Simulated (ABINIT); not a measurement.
Input of an ABINIT 10.8.3 (patched build) run:

Contents of run.abi:

```
ndtset 2

pp_dirpath "./"
pseudos "Fe.GGA_PBE-JTH.xml"

acell 3*1.0 Angstrom
rprim
    -1.4430000000     1.4430000000     1.4430000000
     1.4430000000    -1.4430000000     1.4430000000
     1.4430000000     1.4430000000    -1.4430000000
ntypat 1
znucl 26
natom 1
typat 1
xred
     0.0000000000     0.0000000000     0.0000000000

ecut 31.0
pawecutdg 53.0
pawxcdev 0

ixc -116133

occopt 3
tsmear 0.00183747

nsppol 2
spinat
     0.0000000000     0.0000000000     3.0000000000

nstep 100

iomode 3
prtwf 0
prteig 0
prtebands 0
prtden1 1

kptopt1 1
ngkpt1 13 13 13
nshiftk1 1
shiftk1 0.0 0.0 0.0
nband1 13
tolvrs1 1.0e-9

iscf2 -2
getden2 1
nband2 19
nbdbuf2 4
tolwfr2 1.0e-11
kptopt2 -5
ndivsm2 6
prteig2 1
prtvol2 -3
kptbounds2
     0.0000000000     0.0000000000     0.0000000000
     0.5000000000    -0.5000000000     0.5000000000
     0.0000000000     0.0000000000     0.5000000000
     0.0000000000     0.0000000000     0.0000000000
     0.2500000000     0.2500000000     0.2500000000
     0.5000000000    -0.5000000000     0.5000000000
```

Potentials or basis: JTH PAW PBE v2.0.

Run with:

```sh
$ abinit run.abi > log 2>&1
```

(1) Estimate the site moments.

(2) Predict the pressure.

Results:

(1) Fe +2.32 μB.

(2) -18.6 GPa.

Caveat: the PAW data sets were made with another functional, which shifts forces and pressure a little.
